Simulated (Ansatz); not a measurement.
# Γ-surface in Mo

Computed with Ansatz 0.2.0, DFT PBEsol, scalar-relativistic, plane waves, PAW. The runs took a 420 eV cutoff, a Γ-centred 21×23×7 mesh and Gaussian smearing (0.15 eV). No spin polarisation. Energies are free energies at this smearing, counted from the undisturbed cell; pressure is positive in compression.

Zero of the scan (relaxed at this level; with this scan's settings it stands at 0.2 GPa; this form isn't the usual structure):

```xyz
4
Lattice="1.3712 -2.3749 0.0000 0.0000 0.0000 -2.4921 8.2270 4.7499 0.0000" Properties=species:S:1:pos:R:3 pbc="T T T"
Mo    7.1986    4.1561   -1.2460
Mo    1.7140   -0.5937   -1.2460
Mo    3.0851    1.7812   -1.2460
Mo    5.8275    1.7812   -1.2460
```

Vector c is tilted by p·a + q·b with the atoms' Cartesian places fixed: one unrelaxed fault a cell on a (1 0 0) plane of area 6.83 Å². Points are written (p, q).

Energy above the undisturbed cell in mJ/m² (a dash: not computed):

| p \ q | 0.000 | 0.167 | 0.333 | 0.500 | 0.667 | 0.833 |
| --- | --- | --- | --- | --- | --- | --- |
| 0.000 | 0 | -426 | ? | -1274 | ? | -426 |
| 0.167 | 84 | – | -883 | – | -883 | – |
| 0.333 | ? | 315 | ? | -231 | ? | 315 |
| 0.500 | 1409 | – | 265 | – | – | – |
| 0.667 | ? | – | ? | – | ? | – |

Fill in the withheld energies.

(0.000, 0.333): -1067; (0.000, 0.667): -1067; (0.333, 0.000): 803; (0.333, 0.333): -205; (0.333, 0.667): -205; (0.667, 0.000): 803; (0.667, 0.333): -205; (0.667, 0.667): -205.

Cost: 12 runs of about 19 core-minutes in all, on Arm Neoverse V2 (shared hosts).